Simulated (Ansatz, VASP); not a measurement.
**One calculation of HfO2, two programs**

```
CELL_PARAMETERS angstrom
3.61516 0.00000 0.00000
0.00000 3.61516 0.00000
0.00000 0.00000 5.29984
ATOMIC_POSITIONS crystal
Hf 0.50000 0.50000 0.50000
Hf 0.00000 0.00000 0.00000
O 0.00000 0.50000 0.69043
O 0.50000 0.00000 0.80957
O 0.50000 0.00000 0.30957
O 0.00000 0.50000 0.19043
```

Alike in both runs: functional PBE; k mesh 6 × 6 × 4; occupations gaussian, width 0.02 eV; no spin polarisation.

Ansatz relaxed the structure, and its values are those at the end. VASP's run is a single point on that final structure, the one shown.

|  | VASP | Ansatz |
| --- | --- | --- |
| version | VASP 6.6.1 | Ansatz 0.2.0 |
| potentials or method | VASP PAW PBE potentials, release 64 (Hf_pv, O) | scalar-relativistic, plane waves, PAW |
| plane-wave cutoff (eV) | 520 | 420 |
| valence electrons in the cell | 44 | 76 |

Ansatz gave:

| Item | Value |
| --- | --- |
| gap on the k mesh at the Fermi level (eV) | 4.67 |
| least direct gap on the mesh (eV) | 4.73 |
| pressure (GPa) | -2.1 |
| rms of the force components (eV/Å) | 0.000 |

Problem. What did VASP give for the same quantities?

Solution. gap on the k mesh at the Fermi level (eV): 4.65; least direct gap on the mesh (eV): 4.71; pressure (GPa): -5.1; rms of the force components (eV/Å): 0.025.

The functional is the same, so the differences come from potentials, cutoffs and numerics. The two sets of potentials don't hold the same shells in valence.

Caveats: spin-orbit coupling is left out, which moves the levels of the heavy elements. Expect the measured gap to be larger: semilocal functionals such as PBE lack the derivative discontinuity. A k mesh can miss the band edges.
